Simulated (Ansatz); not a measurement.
# Σ9 (221) boundary in fcc Rh with H (interstitial): structure and resistance, part 2 of 2

Aim: the relaxed structure and the specific resistance of the Σ9 (221) boundary in fcc Rh with H (interstitial).

Ansatz 0.2.0; Ansatz plane-wave DFT, PBE, PAW files; relaxation of a bicrystal slab with its lowest layers held; PAW set soft_1 (the session's first sound run).

So far. Step 2 (Relaxing the bicrystal): The largest force component on a free atom ends at 0.0069 eV/Å, under the tolerance of 0.03, after 12 steps.

## (3) Transmission across the boundary

Bulk layers of each grain are laid under and over the relaxed boundary, and a lead is named in the middle of each, away from the free faces. The mesh across the current, 24×8, is finer than the density's, because channels open and close sharply across the zone. Energies from -0.1 to 0.1 eV in steps of 0.05 eV are too few for the program's thermal sum, so it prints no conductance; for a metal the transmission near the Fermi level serves, at a fraction of the cost.

This step: Ansatz plane-wave DFT, PBE, PAW files; ballistic transport by layer matching (Landauer), zero bias; boundary relaxed in a short slab, bulk layers laid on; PAW set soft_1 (Ansatz 0.2.0).

System of this step: Σ9 (221) boundary in fcc Rh with H (interstitial). The cell holds 68 atoms: 67 Rh and 1 H. Cell: a = 2.689 Å, b = 8.068 Å, c = 50.396 Å, α = 90.0°, β = 90.0°, γ = 90.0°. It derives from Rh. Regions: lower grain, 27 atoms (27 Rh); boundary, 19 atoms (18 Rh and 1 H); upper grain, 22 atoms (22 Rh). Vacuum lies along c.

input.yaml reads:

```yaml
crystal:
  lattice:
    - [2.6891977995, 0.0, 0.0]
    - [0.0, 8.0675933986, 0.0]
    - [0.0, 0.0, 50.3963481089]
  atoms:
    - { symbol: Rh, position: [-18.0000000007, -10.0000000001, 0.0793708304] }
    - { symbol: Rh, position: [-17.5000000007, -9.7222222223, 0.0919481306] }
    - { symbol: Rh, position: [-17.0000000007, -9.4444444445, 0.1045254309] }
    - { symbol: Rh, position: [-16.5000000006, -9.1666666667, 0.1171027311] }
    - { symbol: Rh, position: [-16.0000000006, -8.888888889, 0.1296800313] }
    - { symbol: Rh, position: [-15.5000000006, -8.6111111112, 0.1422573315] }
    - { symbol: Rh, position: [-15.0000000006, -8.3333333334, 0.1548346317] }
    - { symbol: Rh, position: [-14.5000000006, -8.0555555556, 0.1674119319] }
    - { symbol: Rh, position: [-14.0000000006, -7.7777777778, 0.1799892322] }
    - { symbol: Rh, position: [-13.5000000005, -7.5, 0.1925665324] }
    - { symbol: Rh, position: [-13.0000000005, -7.2222222223, 0.2051438326] }
    - { symbol: Rh, position: [-12.5000000005, -6.9444444445, 0.2177211328] }
    - { symbol: Rh, position: [-12.0000000005, -6.6666666667, 0.230298433] }
    - { symbol: Rh, position: [-11.5000000005, -6.3888888889, 0.2428757332] }
    - { symbol: Rh, position: [-11.0000000004, -6.1111111111, 0.2554530335] }
    - { symbol: Rh, position: [-10.5000000004, -5.8333333334, 0.2680303337] }
    - { symbol: Rh, position: [-10.0000000004, -5.5555555556, 0.2806076339] }
    - { symbol: Rh, position: [-9.5000000004, -5.2777777778, 0.2931849341] }
    - { symbol: Rh, position: [-9.0000000004, -5.0, 0.3057622343] }
    - { symbol: Rh, position: [-8.5000000003, -4.7222222222, 0.3183395346] }
    - { symbol: Rh, position: [-8.0000000003, -4.4444444445, 0.3309168348] }
    - { symbol: Rh, position: [-7.5000000003, -4.1666666667, 0.343494135] }
    - { symbol: Rh, position: [-7.0000000003, -3.8888888889, 0.3560714352] }
    - { symbol: Rh, position: [-6.5000000003, -3.6111111111, 0.3686487354] }
    - { symbol: Rh, position: [-6.0000000003, -3.3333333333, 0.3812260356] }
    - { symbol: Rh, position: [-5.5000000002, -3.0555555556, 0.3938033359] }
    - { symbol: Rh, position: [-5.0000000002, -2.7777777778, 0.4063806361] }
    - { symbol: Rh, position: [0.4999999998, 0.5, 0.4189579363] }
    - { symbol: Rh, position: [0.9994565793, 0.7801706155, 0.4315899873] }
    - { symbol: Rh, position: [0.499276543, 0.0583636068, 0.4440231182] }
    - { symbol: Rh, position: [0.9992734787, 0.3359881674, 0.4568321745] }
    - { symbol: Rh, position: [0.4990338365, 0.6137002071, 0.4690137754] }
    - { symbol: Rh, position: [0.9986564427, 0.888300125, 0.482582101] }
    - { symbol: Rh, position: [0.4987548285, 0.1673675571, 0.4946148838] }
    - { symbol: Rh, position: [0.9987216794, 0.4441908045, 0.5068804862] }
    - { symbol: Rh, position: [0.497909927, 0.7240228294, 0.5213484491] }
    - { symbol: Rh, position: [-0.0022240505, 0.0077921044, 0.5320422431] }
    - { symbol: H, position: [-0.0022902899, 0.3310396852, 0.5411036008] }
    - { symbol: Rh, position: [0.9958531503, 0.5358977627, 0.5563640751] }
    - { symbol: Rh, position: [0.4954257845, 0.2336585617, 0.5648468486] }
    - { symbol: Rh, position: [0.9943314242, 0.9606912416, 0.5810456966] }
    - { symbol: Rh, position: [0.4945940614, 0.6884656785, 0.5934019951] }
    - { symbol: Rh, position: [0.994285009, 0.4035399785, 0.6050665831] }
    - { symbol: Rh, position: [0.4939788036, 0.1269067918, 0.6184358933] }
    - { symbol: Rh, position: [0.993911677, 0.8510158354, 0.631617176] }
    - { symbol: Rh, position: [0.4939042724, 0.5722982634, 0.6439285648] }
    - { symbol: Rh, position: [-5.0060957276, -2.7054795144, 0.656505865] }
    - { symbol: Rh, position: [-5.5060957276, -2.9832572922, 0.6690831652] }
    - { symbol: Rh, position: [-6.0060957276, -3.26103507, 0.6816604654] }
    - { symbol: Rh, position: [-6.5060957276, -3.5388128478, 0.6942377657] }
    - { symbol: Rh, position: [-7.0060957276, -3.8165906255, 0.7068150659] }
    - { symbol: Rh, position: [-7.5060957277, -4.0943684033, 0.7193923661] }
    - { symbol: Rh, position: [-8.0060957277, -4.3721461811, 0.7319696663] }
    - { symbol: Rh, position: [-8.5060957277, -4.6499239589, 0.7445469665] }
    - { symbol: Rh, position: [-9.0060957277, -4.9277017367, 0.7571242668] }
    - { symbol: Rh, position: [-9.5060957277, -5.2054795144, 0.769701567] }
    - { symbol: Rh, position: [-10.0060957278, -5.4832572922, 0.7822788672] }
    - { symbol: Rh, position: [-10.5060957278, -5.76103507, 0.7948561674] }
    - { symbol: Rh, position: [-11.0060957278, -6.0388128478, 0.8074334676] }
    - { symbol: Rh, position: [-11.5060957278, -6.3165906256, 0.8200107678] }
    - { symbol: Rh, position: [-12.0060957278, -6.5943684034, 0.8325880681] }
    - { symbol: Rh, position: [-12.5060957279, -6.8721461811, 0.8451653683] }
    - { symbol: Rh, position: [-13.0060957279, -7.1499239589, 0.8577426685] }
    - { symbol: Rh, position: [-13.5060957279, -7.4277017367, 0.8703199687] }
    - { symbol: Rh, position: [-14.0060957279, -7.7054795145, 0.8828972689] }
    - { symbol: Rh, position: [-14.5060957279, -7.9832572923, 0.8954745691] }
    - { symbol: Rh, position: [-15.0060957279, -8.26103507, 0.9080518694] }
    - { symbol: Rh, position: [-15.506095728, -8.5388128478, 0.9206291696] }
kpoints:
  mp_grid: { grid: [9, 3, 1] }
hamiltonian:
  xc: pbe
  pseudopotentials: { kind: paw, azcp: { folder: soft_1 } }
scf:
  occupations: { method: fermi_dirac, width: 0.1 }
output:
  transmission:
    leads: [[14, 15], [55, 56]]
    kmesh: [24, 8]
    e_range: [-0.1, 0.1]
    de: 0.05
  write_potential: true
  write_density: true
  volumetric_format: npy
  elf: true
```

On the command line:

```console
ansatz run input.yaml --threads 4 --pin off --max-ram 15360MiB --backend cpu --events-out ev --progress --plain --runs-dir out
```

Numbers of over 12 decimals in the logs are rounded to 6 here.

Log:

```text
[...]
Crystal: 68 atoms, lattice volume = 1093.367 Å³
Basis set: ecut = 420 eV, 21551 PW (Γ)
Bands: 684, of which v1, the nominal top of the filled ones, is band 570 counted from 1 (569 counted from 0)
Symmetry: 1 space group operations
[...]
k-points: 14 of 27 (time reversal used)
[...]
SCF iter   1: F=—  HF=-429037.008671 eV  |F-HF|=—  |Δ(HF+E_count)|=         —  Δρ=9.93e-2  dr2=1.72e2  ethr=3.10e-3  ⟨swp⟩=5.7  Hψ=31117  notcnv=0  defer=447
[...]
SCF iter  12: F=-429005.915002 eV  HF=-429005.915002 eV  |F-HF|=7.24e-8  |Δ(HF+E_count)|=   8.96e-9  Δρ=1.55e-6  dr2=8.31e-8  ethr=8.77e-12  ⟨swp⟩=11.1  Hψ=27471  notcnv=0
SCF 1 converged in 12 iterations: F = -429005.915002 eV  dr2 = 8.31e-8
[...]
transmission: 677 of 6762 steps passed
transmission: 1355 of 6762 steps passed
[...]
transmission: 6762 of 6762 steps passed
WARN: The output density's exchange-correlation potential varies sharply where the density is thin. Do not read a vacuum level from v_tot or v_xc, or from such a field of the output density. On a cell that repeats whose density bears no net charge and no dipole along the vacuum's axis use v_es (v_loc + v_h of the components); under efield.dipole_correction with no amplitude use v_es + v_field, which holds any externa [...]
SCF converged after 12 iterations
Free energy (F): -429005.915002 eV
[...]
Internal energy: -429002.792145 eV  (E = F + TS)
E sigma→0 (E₀):  -429004.353573 eV
Entropy (-TS):   -3.122857 eV (-45.924 meV/atom)
Fermi energy:    18.117802 eV
[...]
--- Band table (eV; the first three rows and the last of 14) ---
  k-point 0: bands = [... 566 lower, 17.8003, 17.8522, 17.8613, 17.8633, 17.8647, 17.8691, 17.8789, 17.8814, ... 110 higher]
  k-point 1: bands = [... 566 lower, 17.7631, 17.7670, 17.7845, 17.7985, 17.8158, 17.8687, 17.8867, 17.9395, ... 110 higher]
  k-point 2: bands = [... 566 lower, 17.7582, 17.7861, 17.7927, 17.8574, 17.8678, 17.8968, 17.9265, 17.9552, ... 110 higher]
  k-point 13: bands = [... 566 lower, 18.6164, 18.6277, 18.6314, 18.6334, 18.6467, 18.6509, 18.6576, 18.6716, ... 110 higher]
--- Transmission ---
  basis      : 199 plane waves across, 69 finite elements along
  points     : 98, standing for a mesh of 24 x 8
  energies   : 5 from -0.100000 to 0.100000 eV about the Fermi level, 0.050000 eV apart; the leads are filled to 0.000000 eV, and channels, transmission and decay are at 0.000000 eV
  crystal 0  : Rh4, at the sites [14, 15], period 2.5354 Å, over 17.75 Å; its Hamiltonian steps by up to 10.7 meV
    offset         : up to 0.0000 Å between an atom of the period and one for which it stands
    channels       : 6.260417e0 a spin
    conductance    : none, the energies end too early or step too widely for 300 K: set another output.transmission.e_range or a lower de, or, where they end at an eighth of basis.ecutwfc, a higher one
[...]
channels       : 6.291667e0 a spin
[...]
junction   : crystal 0 to crystal 1, 12.56 to 37.21 Å
    transmission   : 3.005740e0 a spin
[...]
```

Wall time 13 min (4 threads of Intel Xeon 6975P-C (Granite Rapids), shared host); peak memory 11 GiB.

The column dr2 measures how far the density is from self-consistency, as an energy; F and HF (Harris–Foulkes) agree once it is small.

This step gave:

```
free energy                                    : -429005.9150 eV
energy at zero smearing                        : -429004.3536 eV
Fermi energy                                   : 18.12 eV
cell area                                      : 21.70 Å²
transmission per spin nearest the Fermi level  : 3.006
open channels per spin nearest the Fermi level : 6.260
open channels per spin, upper lead             : 6.292
step of the lead's potential                   : 10.7 meV
step of the upper lead's potential             : 10.9 meV
```

Per spin. Table of transmission, zone mean by energy, zero at the Fermi level:

| energy (eV) | transmission, zone mean |
| --- | --- |
| -0.1000 | 2.88 |
| -0.0500 | 2.95 |
| 0.0000 | 3.01 |
| 0.0500 | 3.05 |
| 0.1000 | 3.16 |

Per spin. Open channels, zone mean against energy, zero at the Fermi level:

| energy (eV) | lead | upper lead |
| --- | --- | --- |
| -0.1000 | 6.06 | 6.04 |
| -0.0500 | 6.19 | 6.19 |
| 0.0000 | 6.26 | 6.29 |
| 0.0500 | 6.30 | 6.30 |
| 0.1000 | 6.54 | 6.5 |

Transmission over k1 and k2. At 0.0000 eV from the Fermi level.

Ten even steps from '0' (1.35) to '9' (6.55):
```
112331232155755123213321
110202233445354433220201
531113133446664433131113
221023330366666303332012
531113133446664433131113
110202233445354433220201
112331232155755123213321
211543411034943011434511
```
Columns: k1 (b1) from -0.5 to 0.458; rows upwards: k2 (b2) from -0.5 to 0.375.

Open channels over k1 and k2. At 0.0000 eV from the Fermi level.

Values, 8 rows by 16 columns, each cell a mean:
```
6.0 6.7 8.0 6.7 6.0 6.0 6.0 7.3 8.3 7.7 5.3 6.0 6.0 7.3 7.7 6.3
6.0 4.7 6.0 4.7 5.3 6.0 6.3 7.0 6.3 7.0 6.0 6.0 5.0 4.3 6.0 5.3
5.7 4.3 5.7 5.7 5.3 6.0 7.0 7.7 8.0 7.3 6.7 6.0 5.3 5.3 5.3 4.7
4.0 4.0 4.7 6.0 6.0 4.7 7.3 8.0 8.0 8.0 6.0 5.3 6.0 6.0 4.0 4.0
5.7 4.3 5.7 5.7 5.3 6.0 7.0 7.7 8.0 7.3 6.7 6.0 5.3 5.3 5.3 4.7
6.0 4.7 6.0 4.7 5.3 6.0 6.3 7.0 6.3 7.0 6.0 6.0 5.0 4.3 6.0 5.3
6.0 6.7 8.0 6.7 6.0 6.0 6.0 7.3 8.3 7.7 5.3 6.0 6.0 7.3 7.7 6.3
7.3 6.0 9.3 8.0 7.3 6.0 6.7 8.0 9.3 8.0 6.0 6.0 8.0 8.0 8.7 6.0
```
Columns: k1 (b1) from -0.5 to 0.458; rows upwards: k2 (b2) from -0.5 to 0.375.

Electrostatic potential energy in the cb plane at fractional x = 0.994, with atoms of Rh and H within 0.2 Å of it. With pseudopotentials it is smooth inside the atoms' cores, unlike the true potential.

Values in eV, 12 rows by 16 columns, each cell a mean:
```
 18  18  18  18   3 -39   8 -24 -15  -8 -54   6  -5   0  18  20
 19  18 -15  -2  -4 -52   5  15  17  12 -11  14 -40 -31  16   5
  0  14 -46 -26  14  -3  17  18  21  21  18  18 -18 -11   0 -48
-49   9 -14  -1  19  19  20  18  19  18  18  18  17  17   1 -47
-39  13  18  19  17  19  18  19  -5 -18  17  19  21  18  17   6
 12  18  18  20  19  15 -19   6 -26 -45  14   6  17  18  20  19
 20  20  18   8   2   7 -54 -11   0 -10   7 -46  -1  18  16  18
 18  12  17 -25 -41  12 -21   5   2  18   8 -47  -2  -7 -26  17
 10 -39   2 -15 -29  17  17  19   9  18  18   5  16 -22 -47  13
  5 -52  -4  15  14  18  18  20  19  18  20  20  18   6  -6  10
 15  -3  14  18  21  19  18   0   5  18  15  19  18  20  18  15
 18  19  20  17  18  13  16 -40 -28   3 -31  13  18  20  18  19
```
Columns run along c (16.0 Å, from fractional 0.38 to 0.70 of the cell; values clipped at the 3rd and 97th percentile), rows up along b (8.1 Å). Atoms in or near the plane, at fractional coordinates: Rh at (0.38, 0.67), Rh at (0.41, 0.22), Rh at (0.43, 0.78), Rh at (0.46, 0.34), Rh at (0.48, 0.89), Rh at (0.51, 0.44), Rh at (0.53, 0.01), H at (0.54, 0.33), Rh at (0.56, 0.54), Rh at (0.58, 0.96), Rh at (0.61, 0.40), Rh at (0.63, 0.85), Rh at (0.66, 0.29), Rh at (0.68, 0.74).

Valence density in the cb plane at fractional x = 0.994, with atoms of Rh and H within 0.2 Å of it. It is the smooth field of the valence electrons, not physical close to the nuclei.

Ten even steps from '0' (0 e/Å³) to '9' (14 e/Å³), each cell a mean:
```
00000000000001321000365200169720000000000000
00000000000003773000121000147510002430000000
00000001100004883000000000012100015862000000
00000036520002441000000000000000015862000121
00000159830000110000000000000000002430001464
33100036620000000000000000000000000000002696
87300012100000000000000000000000000000001464
87300000000000000000000000000000000000000111
43100000000000000000000134200000000000000000
00000000000000000000000378400000000000000000
00000000000000001342000378400001100000000000
00000000000000002785100133100024410000000000
00000000002210002785100000000148830000000000
00000000015741001342000000000048730001221000
00001000027951000000000000000013310003773000
00135300014530000000000000000000000004884000
00279510001100000000000000000000000002542000
00268510000000000000000000000000000000110000
00023200000000000000000000000000000000000000
00000000000000000000011000000000000000000000
00000000000000000000365100011100000000000000
00000000000000000001598300146410000000000000
```
Columns run along c (16.0 Å, from fractional 0.38 to 0.70 of the cell), rows up along b (8.1 Å). Atoms in or near the plane, at fractional coordinates: Rh at (0.38, 0.67), Rh at (0.41, 0.22), Rh at (0.43, 0.78), Rh at (0.46, 0.34), Rh at (0.48, 0.89), Rh at (0.51, 0.44), Rh at (0.53, 0.01), H at (0.54, 0.33), Rh at (0.56, 0.54), Rh at (0.58, 0.96), Rh at (0.61, 0.40), Rh at (0.63, 0.85), Rh at (0.66, 0.29), Rh at (0.68, 0.74).

ELF in the cb plane at fractional x = 0.994, with atoms of Rh and H within 0.2 Å of it. It is the smooth field of the valence electrons, not physical close to the nuclei.

Ten even steps from '0' (0.12) to '9' (0.97), each cell a mean:
```
11111001111113553112566422367641111221111110
11111111111125765211244211366631124552111110
11111124311125775111111110144311136764111111
11111256641114664111111000011111136764111343
22111267752111331111111000011111125542113566
55311256641111110111111000011111112211114676
76521124421111100011111100011111110111113666
77511111111111100011111122111111100111111343
55311111001111110011111356411111100111111111
22111111000111111221112577521111101111110011
11011111100111113554212567521112311111100011
10001111111111114676311355411245631111110111
10001111124431114676213222111257751111111111
11001111136753113554238731111257651112453111
11123111146763111121159962111145521125665211
11356421135652111110038741111112111125775211
11467631112321111110002211111001111114664111
11467631111111111110000111111000111112331112
11245411111100111111110011111001111110111111
11112111111100111111343111111111111100011111
11111001111100111112566311123311111100011111
11111001111111111113677521356631111100111111
```
Columns run along c (16.0 Å, from fractional 0.38 to 0.70 of the cell), rows up along b (8.1 Å). Atoms in or near the plane, at fractional coordinates: Rh at (0.38, 0.67), Rh at (0.41, 0.22), Rh at (0.43, 0.78), Rh at (0.46, 0.34), Rh at (0.48, 0.89), Rh at (0.51, 0.44), Rh at (0.53, 0.01), H at (0.54, 0.33), Rh at (0.56, 0.54), Rh at (0.58, 0.96), Rh at (0.61, 0.40), Rh at (0.63, 0.85), Rh at (0.66, 0.29), Rh at (0.68, 0.74).

Over the solved energies the transmission per spin lies between 2.88 and 3.16, out of 6.27 channels of the lead on average (up to 6.54).

## (4) Specific resistance

This step: Ansatz plane-wave DFT, PBE, PAW files; ballistic transport by layer matching (Landauer), zero bias; specific resistance of the boundary; PAW set soft_1 (Ansatz 0.2.0).

Numbers from this step:

```yaml
area_resistance: 0.4836 fΩ m²
t_over_the_leads_mean_channel_count: 0.4802
```

Averaged over the energies near the Fermi level, 48.0 % of the channels pass, which makes 0.484 fΩ m².

By hand, with T and the leads' channels N averaged over the energies near the Fermi level: RA = A (h/2e²)(1/T − ½[1/N₁ + 1/N₂]) = 21.70×10⁻²⁰ m² × 12 906 Ω × (1/3.010 − ½[1/6.271 + 1/6.266]) = 0.484 fΩ m².

## (5) Summary of results

```json
{
 "specific resistance of the boundary": "0.484 fΩ m²",
 "share of channels that pass": "0.480"
}
```

The boundary has a specific resistance of 0.48 fΩ m². The boundary reflects 52 % of the channels; 0.48 fΩ m² is 4.8×10⁻¹² Ω·cm². One H in 21.7 Å² of boundary is a high coverage. In the relaxation the upper grain slid sideways by about 0.6 Å, so the result belongs to the position that it found, not to the starting one. One starting structure was relaxed; another shift or atom count at the boundary may lie lower.

[Logs are printed without paths, hosts, clocks, repeated set-up lines and the standing remarks that a program may print on its own settings, such as how far it seeks lower states.]

[Hosts, paths, dates, database ids (printed as entryN), source tags and the programs' standing remarks are cut or masked in the printed files.]
